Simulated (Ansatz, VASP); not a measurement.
**In, level by level in two programs**

```
In
1.0
    -1.88253    1.88253    1.88253
     1.88253   -1.88253    1.88253
     1.88253    1.88253   -1.88253
In
1
Direct
  0.00000 0.00000 0.00000
```

This isn't the form of In at room conditions, which is tetragonal.

Single points on this cell with VASP 6.6.1 and Ansatz 0.2.0. Each row is one pair of runs. Alike in all rows: spin: off; k mesh: 10 × 10 × 10; VASP's potentials, cutoff: VASP PAW PBE potentials, release 64 (In_d), 520 eV; Ansatz's potentials, cutoff: Ansatz PAW, 420 eV.

| level | smearing | gap on the k mesh at the Fermi level (eV), VASP | gap on the k mesh at the Fermi level (eV), Ansatz | pressure (GPa), VASP | pressure (GPa), Ansatz |
| --- | --- | --- | --- | --- | --- |
| PBE | gaussian, width 0.013 eV | none | none | 1.5 | 1.5 |
| PBE | gaussian, width 0.014 eV | none | none | 1.5 | 1.5 |
| PBE | gaussian, width 0.015 eV | none | none | 1.5 | 1.5 |
| PBE | gaussian, width 0.016 eV | none | none | 1.5 | 1.5 |
| PBE | gaussian, width 0.017 eV | none | none | 1.6 | 1.5 |
| PBE | gaussian, width 0.022 eV | ? | none | ? | 1.5 |
| PBE | gaussian, width 0.023 eV | none | none | 1.5 | 1.5 |
| PBE | gaussian, width 0.024 eV | none | none | 1.5 | 1.5 |

Fill in what VASP gave in row 6.

gap on the k mesh at the Fermi level (eV): none; pressure (GPa): 1.6.

A gap of «none» marks a metal or a gap that the smearing closes.
